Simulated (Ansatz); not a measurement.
# How far is this BeTe from the hull?

Theory: Ansatz, DFT PBE, scalar-relativistic, plane waves, PAW. Settings: cutoff 420 eV, Γ-centred meshes spaced at most about 0.3 Å⁻¹ (2π included), Gaussian smearing. No spin polarisation.

The zero of energy is the elements' standard structures at the same level; no fitted shifts are applied.

These are static total energies at zero pressure. Spin–orbit coupling, which can matter for Te, is left out. The reference form of Te is held partly by dispersion forces, which this level lacks.

The competitors are the elements and 1 reference phase of this chemical system (from databases or known types: BeTe), relaxed at the same level; other known phases may be missing.

The candidate was reached from: 4-connected net, two elements alternating.

```
Be Te
1.0
    -4.16006    4.79531    3.60681
     4.16006   -4.79531    3.60681
     4.16006    4.79531   -3.60681
Be Te
6 6
Direct
  0.35029 0.40628 0.75657
  0.14971 0.90628 0.05599
  0.85029 0.09372 0.94401
  0.64971 0.59372 0.24343
  0.75000 0.25000 0.50000
  0.25000 0.75000 0.50000
  0.34421 0.11038 0.45458
  0.15579 0.61038 0.76617
  0.25000 0.25000 0.00000
  0.75000 0.75000 0.00000
  0.84421 0.38962 0.23383
  0.65579 0.88962 0.54542
```

Task: Is it stable, and against what?

Result: Not the lowest form: another structure of the same formula lies lower. Its formation energy is -0.123 eV/atom. The lowest competing phase at this composition is this:

```csv
phase,space group,source,share of atoms,ΔE_f (eV/atom)
BeTe,F-43m (No. 216),COD,1.0000,-0.361
```

The candidate lies 0.24 eV/atom above this phase. The candidate matches no cell in the subsets of the Crystallography Open Database and the Materials Project at hand. The margin is far too high for a likely synthesis.
